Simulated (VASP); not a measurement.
# HfO2 (Pnma) in VASP: a series of runs, part 2 of 2

VASP 6.6.1. Earlier steps stand in the parts before.

## 3. Optical spectrum, PBE

File INCAR:

```
SYSTEM = HfO2
ALGO = Normal
CSHIFT = 0.1
EDIFF = 1E-7
ENCUT = 520
GGA = PE
ISIF = 2
ISMEAR = 0
LASPH = .TRUE.
LCHARG = .FALSE.
LOPTICS = .TRUE.
LREAL = .FALSE.
LWAVE = .FALSE.
NBANDS = 92
NEDOS = 2000
NELM = 100
PREC = Accurate
SIGMA = 0.02
```

File KPOINTS:

```
k-points
0
G
  4 6 3
  0 0 0
```

File POSCAR:

```
HfO2
1.0
    5.5563950000      0.0000000000      0.0000000000
    0.0000000000      3.3335970000      0.0000000000
    0.0000000000      0.0000000000      6.5049950000
Hf O
4 8
Direct
    0.7486820000      0.7500000000      0.6078710000
    0.2513180000      0.2500000000      0.3921290000
    0.2486820000      0.7500000000      0.8921290000
    0.7513180000      0.2500000000      0.1078710000
    0.6394990000      0.2500000000      0.4234000000
    0.3605010000      0.7500000000      0.5766000000
    0.1394990000      0.2500000000      0.0766000000
    0.8605010000      0.7500000000      0.9234000000
    0.5207940000      0.2500000000      0.8414530000
    0.4792060000      0.7500000000      0.1585470000
    0.0207940000      0.2500000000      0.6585470000
    0.9792060000      0.7500000000      0.3414530000
```

Potentials or basis: VASP PAW PBE potentials, release 64 (Hf_pv, O).

Command:

```sh
$ cat potpaw_PBE.64/Hf_pv/POTCAR potpaw_PBE.64/O/POTCAR > POTCAR
$ mpirun -np 1 vasp_std > vasp.out
```

OUTCAR:

```text
SYSTEM = HfO2
   EDIFF = 1E-7
   ENCUT = 520
   GGA = PE
   ISIF = 2
   ISMEAR = 0
   LASPH = .TRUE.
   LREAL = .FALSE.
   NELM = 100
   PREC = Accurate

 ion  position               nearest neighbor table
   1  0.749  0.750  0.608-   5 2.14   5 2.14   8 2.14  12 2.16   6 2.17  11 2.27  11 2.27   9 2.59
                             9 2.59   3 3.34   3 3.34   2 3.52   2 3.52   2 3.54   2 3.54   4 3.65
[... 1806 lines left out ...]
     2.58323     6.24156     6.01399     6.18534     0.00000     0.00000     0.00000
     3.22903     6.65202     6.38106     6.58150     0.00000     0.00000     0.00000
[... 92 lines left out ...]
    63.28908     0.74619     0.74904     0.74458    -0.00000     0.00000     0.00000
    63.93488     0.75315     0.75589     0.75158    -0.00000     0.00000     0.00000

  frequency dependent IMAGINARY DIELECTRIC FUNCTION (independent particle, no local field effects) current-current
     E(ev)      X         Y         Z        XY        YZ        ZX
  --------------------------------------------------------------------------------------------------------------
     0.00000    29.02807    27.91897    28.77757     0.00000     0.00000     0.00000
     0.64581     1.46999     1.41305     1.45698     0.00000     0.00000     0.00000
     1.29161     0.76448     0.73359     0.75719     0.00000     0.00000     0.00000
     1.93742     0.54635     0.52252     0.54044     0.00000     0.00000     0.00000
     2.58323     0.45628     0.43376     0.45032     0.00000     0.00000     0.00000
     3.22903     0.42975     0.40374     0.42236     0.00000     0.00000     0.00000
[... 92 lines left out ...]
    63.28908     0.00030     0.00029     0.00031     0.00000     0.00000     0.00000
    63.93488     0.00028     0.00027     0.00028     0.00000     0.00000     0.00000

  frequency dependent      REAL DIELECTRIC FUNCTION (independent particle, no local field effects) current-current
     E(ev)        X           Y           Z          XY          YZ          ZX
  --------------------------------------------------------------------------------------------------------------
     0.00000     5.68371     5.50487     5.64334     0.00000     0.00000     0.00000
     0.64581     5.71352     5.53232     5.67238     0.00000     0.00000     0.00000
     1.29161     5.80640     5.61770     5.76284     0.00000     0.00000     0.00000
     1.93742     5.97319     5.77034     5.92503     0.00000     0.00000     0.00000
     2.58323     6.23695     6.00982     6.18087     0.00000     0.00000     0.00000
     3.22903     6.64632     6.37599     6.57600     0.00000     0.00000     0.00000
[... 92 lines left out ...]
    63.28908     0.74620     0.74905     0.74458    -0.00000     0.00000     0.00000
    63.93488     0.75315     0.75589     0.75159    -0.00000     0.00000     0.00000
```

OSZICAR:

```text
N       E                     dE             d eps       ncg     rms          rms(c)
DAV:   1     0.485358511766E+03    0.48536E+03   -0.45284E+04  4416   0.973E+02
DAV:   2    -0.112101082789E+03   -0.59746E+03   -0.56469E+03  5020   0.298E+02
DAV:   3    -0.141919284950E+03   -0.29818E+02   -0.29516E+02  5224   0.566E+01
DAV:   4    -0.142093439332E+03   -0.17415E+00   -0.17402E+00  5220   0.437E+00
DAV:   5    -0.142094185099E+03   -0.74577E-03   -0.74573E-03  4996   0.280E-01    0.955E+01
DAV:   6    -0.120803592792E+03    0.21291E+02   -0.30520E+01  4648   0.249E+01    0.759E+01
DAV:   7    -0.120480514951E+03    0.32308E+00   -0.41489E+00  4952   0.654E+00    0.497E+01
DAV:   8    -0.120526602269E+03   -0.46087E-01   -0.66039E-01  4576   0.402E+00    0.220E+01
DAV:   9    -0.120383677826E+03    0.14292E+00   -0.17505E-01  4576   0.217E+00    0.607E+00
DAV:  10    -0.120383288863E+03    0.38896E-03   -0.34580E-02  4936   0.611E-01    0.194E+00
DAV:  11    -0.120382815303E+03    0.47356E-03   -0.25132E-03  4696   0.210E-01    0.126E-01
DAV:  12    -0.120382831154E+03   -0.15851E-04   -0.98161E-05  5016   0.393E-02    0.123E-01
DAV:  13    -0.120382826760E+03    0.43942E-05   -0.10765E-05  4748   0.105E-02    0.891E-02
DAV:  14    -0.120382828700E+03   -0.19406E-05   -0.12193E-06  4712   0.497E-03    0.227E-03
DAV:  15    -0.120382828941E+03   -0.24094E-06   -0.32729E-07  4964   0.186E-03    0.111E-02
DAV:  16    -0.120382828703E+03    0.23858E-06   -0.16391E-08  2472   0.460E-04    0.136E-03
DAV:  17    -0.120382828684E+03    0.18645E-07   -0.29053E-09  2432   0.201E-04
   1 F= -.12038283E+03 E0= -.12038283E+03  d E =-.545447E-16
 imaginary and real dielectric function
```

Wall time 3.5 min (1 thread of Intel Xeon Platinum 8488C (Sapphire Rapids), shared host); peak memory 0.54 GiB.

Results:

```
Free energy            : -120.3828 eV
Pressure               : -0.4 GPa
Largest force          : 0.013 eV/Å
Band gap on the k mesh : 3.40 eV, direct
```

Forces in eV/Å, atoms in the order of the input:
```
Hf   0.006  0.000 -0.012
Hf  -0.006  0.000  0.012
Hf   0.006  0.000  0.012
Hf  -0.006  0.000 -0.012
O   -0.001  0.000  0.002
O    0.001  0.000 -0.002
O   -0.001  0.000 -0.002
O    0.001  0.000  0.002
O   -0.002  0.000  0.011
O    0.002  0.000 -0.011
O   -0.002  0.000 -0.011
O    0.002  0.000  0.011
```

Levels at points of the mesh, in eV from the valence-band top:
```csv
k point,band 42,band 43,band 44,band 45,band 46,band 47
"(0.00, 0.00, 0.00)",-0.34,-0.05,0.00,3.40,4.33,4.42
"(0.50, 0.00, 0.00)",-0.82,-0.34,-0.34,4.24,4.24,5.45
"(0.00, 0.50, 0.00)",-0.79,-0.70,-0.70,5.11,5.11,5.93
"(0.50, 0.50, 0.00)",-0.73,-0.73,-0.73,5.63,5.63,5.63
```

Dielectric function (mean over the directions given):
```tsv
energy (eV)	real part	imaginary part
0.29	5.62	0.00
0.78	5.66	0.01
1.26	5.73	0.02
1.74	5.84	0.03
2.23	5.99	0.04
2.81	6.26	0.06
3.29	6.59	0.08
3.78	7.06	0.13
4.26	7.78	0.27
4.75	8.73	0.76
5.33	9.73	2.52
5.81	10.88	4.57
6.30	9.22	6.60
6.78	8.56	7.24
7.27	7.06	9.12
7.85	4.99	9.01
8.33	3.34	9.79
8.82	0.82	9.78
9.30	-0.88	8.59
9.78	-2.54	7.21
10.37	-2.73	5.13
10.85	-2.77	4.60
11.33	-2.65	3.25
11.82	-2.22	2.34
12.30	-1.61	1.72
12.88	-1.01	1.50
13.37	-0.77	1.38
13.85	-0.24	0.97
14.34	-0.10	1.19
14.82	-0.02	1.02
15.40	0.37	0.96
15.89	0.49	1.18
16.37	0.48	1.05
16.86	0.57	1.06
17.34	0.83	1.17
17.92	0.77	1.21
18.41	0.96	1.25
18.89	1.04	1.48
19.37	1.06	1.60
19.96	0.80	1.73
```

Caveat: spectra need much finer meshes, so this one isn't converged; independent-particle spectra lack excitons; spin-orbit coupling is left out, which moves the levels of the heavy elements; an odd mesh through Γ misses points on the zone boundary, where band edges often lie.

## 4. For comparison

An earlier run on the cell as given: functional PBE; potentials or basis VASP PAW PBE potentials, release 64 (Hf_pv, O); cutoff 520 eV; k mesh 5 × 8 × 4; occupations fermi-dirac, width 0.05 eV; no spin polarisation.

* Pressure: -0.4 GPa
* Largest force: 0.013 eV/Å
* Band gap on the k mesh: 3.40 eV, direct

## 5. Overview

| task | k mesh | smearing | gap on the mesh (eV) | pressure (GPa) | largest force (eV/Å) |
| --- | --- | --- | --- | --- | --- |
| dielectric tensor | 3 × 5 × 3 | gaussian 0.02 eV | 3.40 | - | - |
| optical spectrum | 4 × 6 × 3 | gaussian 0.02 eV | 3.40 | -0.4 | 0.01 |
| single point | 5 × 8 × 4 | fermi-dirac 0.05 eV | 3.40 | -0.4 | 0.01 |

Alike in all rows: level PBE; potentials or basis VASP PAW PBE potentials, release 64 (Hf_pv, O); no spin polarisation; cell as given; cutoff (eV) 520.

On the cell as given the gap runs from 3.40 eV (PBE) to 3.40 eV (PBE); the meshes differ, which moves gaps too.

Caveats: spin-orbit coupling is left out, which moves the levels of the heavy elements; an odd mesh through Γ misses points on the zone boundary, where band edges often lie; spectra need much finer meshes, so this one isn't converged (some runs); independent-particle spectra lack excitons (some runs).

Absolute energies hang on the potentials; compare differences alone.
